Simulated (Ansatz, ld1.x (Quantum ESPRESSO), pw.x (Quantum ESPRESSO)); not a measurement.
What a changed setting does to a pw.x run (diamond N)

Potential: norm-conserving RRKJ (Kleinman–Bylander form), ld1.x (Quantum ESPRESSO) 7.5, PBE; core [He], reference 2s2 2p3; waves: 2s (bound): rc 1.05 bohr; 2p (bound): rc 1.25 bohr; 3d channel at 0.05 Ry: rc 1.15 bohr; local part: the d channel; core correction: Bessel-smoothed model core inside 1.00 bohr; rho0 0.005.

The reference run (k-mesh 11³, cutoffs 135/540 Ry, Fermi–Dirac 0.01 Ry, mixing_beta 0.4, conv_thr 1e-9, no spin) gives -0.74 GPa at 9.212 Å³/atom, where all-electron LAPW gives -0.81 GPa. This run, with its own iteration cap, changes conv_thr to 1.0, a wrong or extreme entry chosen on purpose.

```
&control
  calculation='scf', prefix='x', pseudo_dir='./', outdir='./tmp', tstress=.true., disk_io='none'
/
&system
  ibrav=0, nat=2, ntyp=1, ecutwfc=135, ecutrho=540, nbnd=12,
  occupations='smearing', smearing='fd', degauss=0.01
/
&electrons
  conv_thr=1, mixing_beta=0.4, electron_maxstep=70
/
ATOMIC_SPECIES
N 1.0 N.UPF
CELL_PARAMETERS angstrom
  0.00000000 2.09628974 2.09628974
  2.09628974 0.00000000 2.09628974
  2.09628974 2.09628974 0.00000000
ATOMIC_POSITIONS crystal
N 0.0000 0.0000 0.0000
N 0.2500 0.2500 0.2500
K_POINTS automatic
11 11 11 0 0 0
```

```bash
pw.x < N.scf.in > N.scf.out
```

Q: How does the run end?

A: It converges in 1 iterations; the free energy moves by +5.0 meV/atom and the pressure by +10.76 GPa. The result is not a property of the crystal.

```
Message from routine setup:
     using ibrav=0 with symmetry is DISCOURAGED, use correct ibrav instead
     lattice parameter (alat)  =       5.6023  a.u.
     unit-cell volume          =     124.3313 (a.u.)^3
     number of electrons       =        10.00
     number of Kohn-Sham states=           12
     kinetic-energy cutoff     =     135.0000  Ry
     charge density cutoff     =     540.0000  Ry
     scf convergence threshold =      1.0E+00
     Exchange-correlation= PBE
     number of k points=    56  Fermi-Dirac smearing, width (Ry)=  0.0100
     iteration #  1     ecut=   135.00 Ry     beta= 0.40
     the Fermi energy is     6.2573 ev
!    total energy              =     -39.41896449 Ry
     estimated scf accuracy    <       0.00985988 Ry
     smearing contrib. (-TS)   =      -0.00389180 Ry
     The total energy is F=E-TS. E is the sum of the following terms:
     one-electron contribution =      -2.46877870 Ry
     hartree contribution      =       6.75269831 Ry
     xc contribution           =      -9.70356325 Ry
     ewald contribution        =     -33.99542905 Ry
     convergence has been achieved in   1 iterations
          total   stress  (Ry/bohr**3)                   (kbar)     P=      100.21
     Message from routine punch:
     Nothing written, as per user request (disk_io='none')
```

The run took about 11 s on one core of a shared host (Neoverse-V1, 32 threads, 247 GiB, load 15).
